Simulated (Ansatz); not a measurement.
Property card for ZnCu

The calculation used DFT PBEsol, scalar-relativistic, plane waves, PAW in Ansatz.

Plane waves to 420 eV, a k mesh through Γ of 14×14×14 on the computed 2-atom cell and Gaussian smearing (0.10 eV); no spin polarisation.

The structure is relaxed at this level of theory with its symmetry kept. Whether it is the stable form of this composition wasn't checked.

Symmetry: Pm-3m, No. 221, cubic system. Conventional cell: a = 2.908 Å, b = 2.908 Å, c = 2.908 Å, α = 90.00°, β = 90.00°, γ = 90.00°. Zn (site symmetry m-3m) has 8 Cu at 2.52 Å as nearest neighbours. Around Cu (site symmetry m-3m) lie 8 Zn at 2.52 Å.

- Volume per atom: 12.29 Å³
- Formation energy from the elements' standard states (uncorrected): -0.105 eV/atom
- Kohn–Sham band gap: none (metal)
- Density of states at the Fermi level: 0.49 states/eV per cell
- Bulk modulus: 138 GPa
- Its pressure derivative: 5.0
- Bader charges (e): Zn (1 in the cell) 0.17, Cu (1 in the cell) -0.17